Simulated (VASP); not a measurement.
# TaS2 (P-3m1) in VASP: settings compared, part 2 of 2

VASP 6.6.1. The steps go on from the part before.

**3. Relaxation of cell and atoms, optB86b-vdW**

INCAR

```
SYSTEM = TaS2
PREC = Accurate
ENCUT = 600
EDIFF = 1E-6
ISMEAR = -1
SIGMA = 0.05
LREAL = .FALSE.
LASPH = .TRUE.
NELM = 60
ALGO = Normal
ISIF = 3
LWAVE = .FALSE.
LCHARG = .FALSE.
GGA = MK
LUSE_VDW = .TRUE.
AGGAC = 0.0
PARAM1 = 0.1234
PARAM2 = 1.0
IBRION = 2
NSW = 40
EDIFFG = -0.02
```

KPOINTS

```
Automatic mesh
0
G
  9 9 5
  0 0 0
```

POSCAR

```
TaS2
1.0
    3.3500000000      0.0000000000      0.0000000000
   -1.6750000000      2.9011851027      0.0000000000
    0.0000000000      0.0000000000      5.8600000000
Ta S
1 2
Direct
    0.0000000000      0.0000000000      0.0000000000
    0.6666666667      0.3333333333      0.7500000000
    0.3333333333      0.6666666667      0.2500000000
```

Potentials or basis: VASP PAW PBE potentials, release 64 (Ta_pv, S).

Launch:

```sh
> cat potpaw_PBE.64/Ta_pv/POTCAR potpaw_PBE.64/S/POTCAR > POTCAR
> mpirun -np 1 vasp_std > vasp.out
```

OUTCAR:

```text
SYSTEM = TaS2
   PREC = Accurate
   ENCUT = 600
   EDIFF = 1E-6
   ISMEAR = -1
   LREAL = .FALSE.
   LASPH = .TRUE.
   NELM = 60
   ISIF = 3
   GGA = MK
   IBRION = 2
   NSW = 40
   EDIFFG = -0.02

 ion  position               nearest neighbor table
   1  0.000  0.000  0.000-   2 2.43   3 2.43   2 2.43   3 2.43   2 2.43   3 2.43
   2  0.667  0.333  0.750-   1 2.43   1 2.43   1 2.43
   3  0.333  0.667  0.250-   1 2.43   1 2.43   1 2.43

  LATTYP: Found a hexagonal cell.
 ALAT       =     3.3500000000
 C/A-ratio  =     1.7492537313

  Lattice vectors:

 A1 = (   3.3500000000,   0.0000000000,   0.0000000000)
 A2 = (  -1.6750000000,   2.9011851027,   0.0000000000)
 A3 = (   0.0000000000,   0.0000000000,   5.8600000000)

Analysis of symmetry for initial positions (statically):
=====================================================================
 Subroutine PRICEL returns:
 Original cell was already a primitive cell.

 Routine SETGRP: Setting up the symmetry group for a
 hexagonal supercell.

 Subroutine GETGRP returns: Found 12 space group operations
 (whereof 12 operations were pure point group operations)
 out of a pool of 24 trial point group operations.

The static configuration has the point symmetry D_3d.

[... 361 lines left out ...]
--------------------------------------- Ionic step       17  -------------------------------------------

 number of electron      22.9999999 magnetization

 Free energy of the ion-electron system (eV)
  ---------------------------------------------------
  ext. energy  EPLUGINS =         0.00000000
  ---------------------------------------------------
  free energy    TOTEN  =       -17.91476196 eV

  energy without entropy =      -17.90201069  energy(sigma->0) =      -17.90838633

 E-fermi :   5.4347     XC(G=0): -10.5931

 val. band max:        5.4130932477   @ k =   0.2222   0.1111   0.0000
 cond. band min:       5.4617243275   @ k =   0.3333   0.1111   0.2000
 fundamental gap:      0.0486310798
 Fermi energy:         5.4346692865

 k-point     1 :       0.0000    0.0000    0.0000
  band No.  band energies     occupation
      1     -29.8491      2.00000
      2     -29.8378      2.00000
      3     -29.8378      2.00000
      4      -9.4016      2.00000
      5      -7.5028      2.00000
      6      -1.4533      2.00000
      7       1.6979      2.00000
      8       1.6979      2.00000
      9       4.2077      2.00000
     10       4.8503      1.99998
     11       4.8503      1.99998
     12       5.4653      0.70334
     13       5.6372      0.03425
     14       5.6372      0.03425
[... 401 lines left out ...]
      2     -29.8903      2.00000
      3     -29.8141      2.00000
      4      -8.2593      2.00000
      5      -7.4852      2.00000
      6      -0.2468      2.00000
      7       0.6412      2.00000
      8       1.0408      2.00000
      9       1.8804      2.00000
     10       2.7913      2.00000
     11       3.6128      2.00000
     12       5.2190      1.97356
     13       6.8829      0.00000
     14       7.8713      0.00000
     15       8.8788      0.00000

 [... further k-points ...]

------------------------ aborting loop because EDIFF is reached ----------------------------------------

  FORCE on cell =-STRESS in cart. coord.  units (eV):
  Direction    XX          YY          ZZ          XY          YZ          ZX
  --------------------------------------------------------------------------------------
  -------------------------------------------------------------------------------------
  Total        0.0116774      0.0116774      0.0166639      0.0000000     -0.0000000      0.0000000
  in kB        0.3248081      0.3248081      0.4635083      0.0000000     -0.0000000      0.0000000
  external PRESSURE =       0.3710415 kB  Pullay stress =       0.0000000 kB
[... 22 lines left out ...]
  energy  without entropy=      -17.9020106944  energy(sigma->0) =      -17.90838633

Total vdW correction in eV:      3.0203605

 reached required accuracy - stopping structural energy minimisation
```

OSZICAR:

```text
N       E                     dE             d eps       ncg     rms          rms(c)
DAV:   1     0.169814716740E+03    0.16981E+03   -0.12628E+04  1508   0.155E+03
DAV:   2    -0.116621271378E+02   -0.18148E+03   -0.17947E+03  1871   0.339E+02
DAV:   3    -0.192316736542E+02   -0.75695E+01   -0.75175E+01  2060   0.655E+01
[... 141 lines left out ...]
DAV:   4    -0.179147661440E+02    0.30725E-03   -0.10812E-03  1738   0.226E-01    0.597E-02
DAV:   5    -0.179147653078E+02    0.83618E-06   -0.56926E-05  2019   0.548E-02    0.306E-02
DAV:   6    -0.179147631296E+02    0.21782E-05   -0.97695E-06  1879   0.203E-02    0.836E-03
DAV:   7    -0.179147619023E+02    0.12273E-05   -0.55143E-06  1654   0.158E-02    0.423E-03
DAV:   8    -0.179147619644E+02   -0.62056E-07   -0.91359E-07   799   0.682E-03
  17 F= -.17914762E+02 E0= -.17908386E+02  d E =-.810202E-03
```

CONTCAR:

```text
TaS2
   1.00000000000000
     3.3501987526225236   -0.0000000000000001    0.0000000000000000
    -1.6750993763112618    2.9013572275201578   -0.0000000000000000
    -0.0000000000000000   -0.0000000000000001    5.9259513368176622
  Ta              S
     1     2
Direct
     0.0000000000000000    0.0000000000000000    0.0000000000000000
     0.6666666667000030    0.3333333332999970    0.7394523510176830
     0.3333333332999970    0.6666666667000030    0.2605476489823169

  0.00000000E+00  0.00000000E+00  0.00000000E+00
  0.00000000E+00  0.00000000E+00  0.00000000E+00
  0.00000000E+00  0.00000000E+00  0.00000000E+00
```

It took 9.7 min on 1 thread of AMD EPYC 9R45 (Zen 5), shared host; peak memory 0.41 GiB.

Results:

| Item | Value |
| --- | --- |
| Free energy | -17.9148 eV |
| Relaxed volume | 19.20 Å³/atom |
| Relaxed cell | a = 3.350 Å, b = 3.350 Å, c = 5.926 Å, α = 90.00°, β = 90.00°, γ = 120.00° |
| Space group after relaxing (to 0.05 Å) | P-3m1 (No. 164) |
| Energy gained by relaxing | 34.0 meV/atom |
| Ionic steps | 17 |
| Pressure after relaxing | 0.0 GPa |
| Band gap on the k mesh | none (metal or under the smearing width) |

Forces in eV/Å, atoms in the order of the input:
```
Ta   0.000  0.000  0.000
S    0.000  0.000 -0.002
S    0.000  0.000  0.002
```

Step by step:
```
step  energy change (eV)  largest force (eV/Å)  pressure (GPa)  volume (Å³)
   1              0.0000                1.3223            7.35        56.95
   2              0.1886                1.5581          -12.07        64.42
   3             -0.0898                0.1303           -1.09        59.50
   4             -0.0899                0.1698           -0.86        59.41
   5             -0.0899                0.1905           -0.71        59.36
   6             -0.0986                0.0993           -0.26        58.81
   7             -0.0998                0.0539           -0.04        58.54
   8             -0.0998                0.0517           -0.03        58.52
   9             -0.1002                0.0338           -0.13        58.47
  10             -0.1009                0.0192           -0.40        58.30
  11             -0.1007                0.1255           -0.94        57.97
  12             -0.1011                0.0575           -0.60        58.18
  13             -0.1013                0.0530           -0.56        58.14
  14             -0.1016                0.0403           -0.43        58.01
  15             -0.1019                0.0138           -0.17        57.75
  16             -0.1015                0.0386            0.44        57.24
  17             -0.1020                0.0020            0.04        57.60
```

Final structure:
```
Ta S
1.0
     3.35020    0.00000    0.00000
    -1.67510    2.90136    0.00000
     0.00000    0.00000    5.92595
Ta S
1 2
Cartesian
  0.0000 0.0000 0.0000
  1.6751 0.9671 4.3820
  0.0000 1.9342 1.5440
```

Caveat: the PAW data sets were made with another functional, which shifts forces and pressure a little.

**4. Relaxation of cell and atoms, optB88-vdW**

INCAR

```
SYSTEM = TaS2
  PREC = Accurate
  ENCUT = 600
  EDIFF = 1E-7
  ISMEAR = -1
  SIGMA = 0.05
  LREAL = .FALSE.
  LASPH = .TRUE.
  NELM = 60
  ALGO = Fast
  ISIF = 3
  LWAVE = .FALSE.
  LCHARG = .FALSE.
  GGA = BO
  LUSE_VDW = .TRUE.
  AGGAC = 0.0
  PARAM1 = 0.1833333333
  PARAM2 = 0.22
  IBRION = 2
  NSW = 60
  EDIFFG = -0.02
```

KPOINTS

```
regular mesh
0
G
  9 9 5
  0 0 0
```

POSCAR is that of step 3.

Launch:

```sh
> cat potpaw_PBE.64/Ta_pv/POTCAR potpaw_PBE.64/S/POTCAR > POTCAR
> mpirun -np 1 vasp_std > vasp.out
```

Run time: 9.3 min. Hardware: 1 thread of AMD EPYC 9R45 (Zen 5), shared host; peak memory 0.43 GiB.

It converged, with:

* Free energy: -17.3682 eV
* Relaxed volume: 19.79 Å³/atom
* Relaxed cell: a = 3.383 Å, b = 3.383 Å, c = 5.991 Å, α = 90.00°, β = 90.00°, γ = 120.00°
* Space group after relaxing (to 0.05 Å): P-3m1 (No. 164)
* Energy gained by relaxing: 42.1 meV/atom
* Ionic steps: 11
* Pressure after relaxing: 0.0 GPa
* Largest force after relaxing: 0.011 eV/Å
* Band gap on the k mesh: none (metal or under the smearing width)

Forces in eV/Å, atoms in the order of the input:
```
Ta   0.000  0.000  0.000
S    0.000  0.000 -0.011
S    0.000  0.000  0.011
```

Step by step:
| step | energy change (eV) | largest force (eV/Å) | pressure (GPa) | volume (Å³) |
| --- | --- | --- | --- | --- |
| 1 | 0.0000 | 1.4171 | 9.41 | 56.95 |
| 2 | 0.2751 | 1.8254 | -13.29 | 66.64 |
| 3 | -0.1228 | 0.0502 | -0.77 | 60.16 |
| 4 | -0.1230 | 0.1006 | -0.39 | 60.02 |
| 5 | -0.1230 | 0.1237 | -0.22 | 59.96 |
| 6 | -0.1256 | 0.0693 | -0.03 | 59.69 |
| 7 | -0.1260 | 0.0375 | 0.07 | 59.53 |
| 8 | -0.1261 | 0.0046 | -0.21 | 59.60 |
| 9 | -0.1261 | 0.0080 | -0.13 | 59.58 |
| 10 | -0.1262 | 0.0090 | -0.11 | 59.53 |
| 11 | -0.1264 | 0.0111 | -0.04 | 59.37 |

Final structure:
```
CELL_PARAMETERS angstrom
3.38260 0.00000 0.00000
-1.69130 2.92942 0.00000
0.00000 0.00000 5.99141
ATOMIC_POSITIONS crystal
Ta 0.00000 0.00000 0.00000
S 0.66667 0.33333 0.74350
S 0.33333 0.66667 0.25650
```

Levels at points of the mesh, in eV from the Fermi level:
```tsv
k point	band 8	band 9	band 10	band 11	band 12	band 13	band 14	band 15
(0.00, 0.00, 0.00)	-3.79	-1.31	-0.69	-0.69	0.11	0.14	0.14	3.72
```

Caveat: the PAW data sets were made with another functional, which shifts forces and pressure a little. Zero-point motion and thermal expansion aren't in these numbers.

**5. Relaxation of cell and atoms, BEEF-vdW**

INCAR

```
SYSTEM = TaS2
PREC = Accurate
ENCUT = 600
EDIFF = 1E-6
ISMEAR = -1
SIGMA = 0.05
LREAL = .False.
LASPH = .True.
NELM = 100
ALGO = Fast
ISIF = 3
LWAVE = .False.
LCHARG = .False.
GGA = BF
LUSE_VDW = .True.
ZAB_VDW = -1.8867
IBRION = 2
NSW = 60
EDIFFG = -0.01
```

KPOINTS

```
regular mesh
0
Gamma
  9 9 5
  0 0 0
```

POSCAR is that of step 4.

Potentials or basis: VASP PAW PBE potentials, release 64 (Ta_pv, S).

Launch:

```sh
> cat potpaw_PBE.64/Ta_pv/POTCAR potpaw_PBE.64/S/POTCAR > POTCAR
> mpirun -np 1 vasp_std > vasp.out
```

OUTCAR:

```text
SYSTEM = TaS2
   PREC = Accurate
   ENCUT = 600
   EDIFF = 1E-6
   ISMEAR = -1
   LREAL = .False.
   LASPH = .True.
   NELM = 100
   ISIF = 3
   GGA = BF
   IBRION = 2
   NSW = 60
   EDIFFG = -0.01

 ion  position               nearest neighbor table
   1  0.000  0.000  0.000-   2 2.43   3 2.43   2 2.43   3 2.43   2 2.43   3 2.43
   2  0.667  0.333  0.750-   1 2.43   1 2.43   1 2.43
   3  0.333  0.667  0.250-   1 2.43   1 2.43   1 2.43

  LATTYP: Found a hexagonal cell.
 ALAT       =     3.3500000000
 C/A-ratio  =     1.7492537313

  Lattice vectors:

 A1 = (   3.3500000000,   0.0000000000,   0.0000000000)
 A2 = (  -1.6750000000,   2.9011851027,   0.0000000000)
 A3 = (   0.0000000000,   0.0000000000,   5.8600000000)

Analysis of symmetry for initial positions (statically):
=====================================================================
[... 1161 lines left out ...]
      4      -9.3221      2.00000
      5      -8.7217      2.00000
      6      -1.0683      2.00000
      7      -0.4303      2.00000
      8      -0.1172      2.00000
      9       0.7531      2.00000
     10       1.5989      2.00000
     11       2.3331      2.00000
     12       4.2075      1.76699
     13       5.6093      0.00000
     14       6.6180      0.00000
     15       7.7073      0.00000

 [... further k-points ...]

[... ionic steps 4 to 17 ...]

--------------------------------------- Ionic step       18  -------------------------------------------

 number of electron      22.9999999 magnetization

------------------------ aborting loop because EDIFF is reached ----------------------------------------
[... 73 lines left out ...]
--------------------------------------- Ionic step       20  -------------------------------------------

 number of electron      22.9999999 magnetization

 Free energy of the ion-electron system (eV)
  ---------------------------------------------------
  ext. energy  EPLUGINS =         0.00000000
  ---------------------------------------------------
  free energy    TOTEN  =       -17.29000550 eV

  energy without entropy =      -17.27748675  energy(sigma->0) =      -17.28374613

 E-fermi :   4.3239     XC(G=0): -10.0095

 val. band max:        4.2954378422   @ k =  -0.1111   0.3333   0.4000
 cond. band min:       4.3386777262   @ k =   0.2222   0.1111   0.0000
 fundamental gap:      0.0432398840
 Fermi energy:         4.3238514851
[... 466 lines left out ...]
  energy  without entropy=      -17.2774867529  energy(sigma->0) =      -17.28374613

Total vdW correction in eV:      3.1249512

 reached required accuracy - stopping structural energy minimisation
```

CONTCAR:

```text
TaS2
   1.00000000000000
     3.3841914707660541    0.0000000000000000   -0.0000000000000000
    -1.6920957353830270    2.9307957849768069    0.0000000000000001
     0.0000000000000000   -0.0000000000000001    6.3867157664730234
  Ta              S
     1     2
Direct
     0.0000000000000000    0.0000000000000000    0.0000000000000000
     0.6666666667000030    0.3333333332999970    0.7597121841780237
     0.3333333332999970    0.6666666667000030    0.2402878158219765

  0.00000000E+00  0.00000000E+00  0.00000000E+00
  0.00000000E+00  0.00000000E+00  0.00000000E+00
  0.00000000E+00  0.00000000E+00  0.00000000E+00
```

It took 12 min on 1 thread of AMD EPYC 9R45 (Zen 5), shared host; peak memory 0.43 GiB.

What came out:

- Free energy: -17.2900 eV
- Relaxed volume: 21.12 Å³/atom
- Relaxed cell: a = 3.384 Å, b = 3.384 Å, c = 6.387 Å, α = 90.00°, β = 90.00°, γ = 120.00°
- Space group after relaxing (to 0.05 Å): P-3m1 (No. 164)
- Energy gained by relaxing: 47.3 meV/atom
- Ionic steps: 20
- Pressure after relaxing: 0.0 GPa
- Band gap on the k mesh: none (metal or under the smearing width)

Stress tensor (GPa, compression positive):
```
-0.07  0.00  0.00
 0.00 -0.07  0.00
 0.00  0.00  0.04
```

The path:
| step | energy change (eV) | largest force (eV/Å) | pressure (GPa) | volume (Å³) |
| --- | --- | --- | --- | --- |
| 1 | 0.0000 | 1.3007 | 9.50 | 56.95 |
| 2 | 0.2539 | 1.9308 | -12.53 | 66.73 |
| 3 | -0.1231 | 0.0766 | -0.53 | 60.25 |
| 4 | -0.1233 | 0.0332 | -0.22 | 60.13 |
| 5 | -0.1233 | 0.0085 | -0.06 | 60.06 |
| 6 | -0.1278 | 0.0640 | 0.13 | 59.98 |
| 7 | -0.1290 | 0.1255 | 0.33 | 59.89 |
| 8 | -0.1291 | 0.1123 | 0.29 | 59.90 |
| 9 | -0.1308 | 0.1241 | 0.12 | 60.20 |
| 10 | -0.1347 | 0.1553 | -0.34 | 61.09 |
| 11 | -0.1380 | 0.2073 | -1.17 | 62.89 |
| 12 | -0.1385 | 0.1920 | -1.09 | 62.93 |
| 13 | -0.1399 | 0.1443 | -0.84 | 63.06 |
| 14 | -0.1415 | 0.0527 | -0.37 | 63.32 |
| 15 | -0.1403 | 0.1472 | 0.64 | 63.82 |
| 16 | -0.1418 | 0.0116 | -0.05 | 63.47 |
| 17 | -0.1418 | 0.0065 | -0.08 | 63.45 |
| 18 | -0.1418 | 0.0023 | -0.11 | 63.44 |
| 19 | -0.1418 | 0.0011 | -0.09 | 63.42 |
| 20 | -0.1418 | 0.0013 | -0.03 | 63.35 |

Final structure:
```yaml
crystal:
  lattice:
    - [3.38419, 0.00000, 0.00000]
    - [-1.69210, 2.93080, 0.00000]
    - [0.00000, 0.00000, 6.38672]
  atoms:
    - { symbol: Ta, position: [0.00000, 0.00000, 0.00000] }
    - { symbol: S, position: [0.66667, 0.33333, 0.75971] }
    - { symbol: S, position: [0.33333, 0.66667, 0.24029] }
```

Levels at points of the mesh, in eV from the Fermi level:
| k point | band 8 | band 9 | band 10 | band 11 | band 12 | band 13 | band 14 | band 15 |
| --- | --- | --- | --- | --- | --- | --- | --- | --- |
| (0.00, 0.00, 0.00) | -3.79 | -1.78 | -0.77 | -0.77 | 0.16 | 0.16 | 0.19 | 3.83 |

Caveat: the PAW data sets were made with another functional, which shifts forces and pressure a little; the volume moved by +11 % from the deposited cell, more than functionals usually miss. Zero-point motion and thermal expansion aren't in these numbers.

**6. The reference run**

An earlier run on the cell as given: functional PBE; potentials or basis VASP PAW PBE potentials, release 64 (Ta_pv, S); cutoff 520 eV; k mesh 9 × 9 × 5; occupations fermi-dirac, width 0.05 eV; no spin polarisation.

* Pressure: 9.2 GPa
* Largest force: 1.243 eV/Å
* Band gap on the k mesh: none (metal or under the smearing width)

**7. The runs side by side**

| task | level | cell | cutoff (eV) | gap on the mesh (eV) | pressure (GPa) | relaxed volume (Å³/atom) | largest force (eV/Å) |
| --- | --- | --- | --- | --- | --- | --- | --- |
| relaxation of cell and atoms | rev-vdW-DF2 | relaxed | 600 | none | 0.0 | 19.16 | - |
| relaxation of cell and atoms | optB86b-vdW | relaxed | 600 | none | 0.0 | 19.20 | - |
| relaxation of cell and atoms | optB88-vdW | relaxed | 600 | none | 0.0 | 19.79 | 0.01 |
| relaxation of cell and atoms | BEEF-vdW | relaxed | 600 | none | 0.0 | 21.12 | - |
| single point | PBE | as given | 520 | none | 9.2 | - | 1.24 |

Alike in all rows: potentials or basis VASP PAW PBE potentials, release 64 (Ta_pv, S); no spin polarisation; k mesh 9 × 9 × 5; smearing fermi-dirac 0.05 eV.

Caveats: the PAW data sets were made with another functional, which shifts forces and pressure a little (some runs); the volume moved by +11 % from the deposited cell, more than functionals usually miss (some runs); this functional lacks dispersion, which binds the layers, so the pressure and a relaxed spacing across them are unreliable (some runs); forces of over 1 eV/Å show positions far from the minimum, so gaps and moduli don't describe the material at rest (some runs).

Total energies depend on the potentials used, so only differences within one code and one set of settings carry meaning.
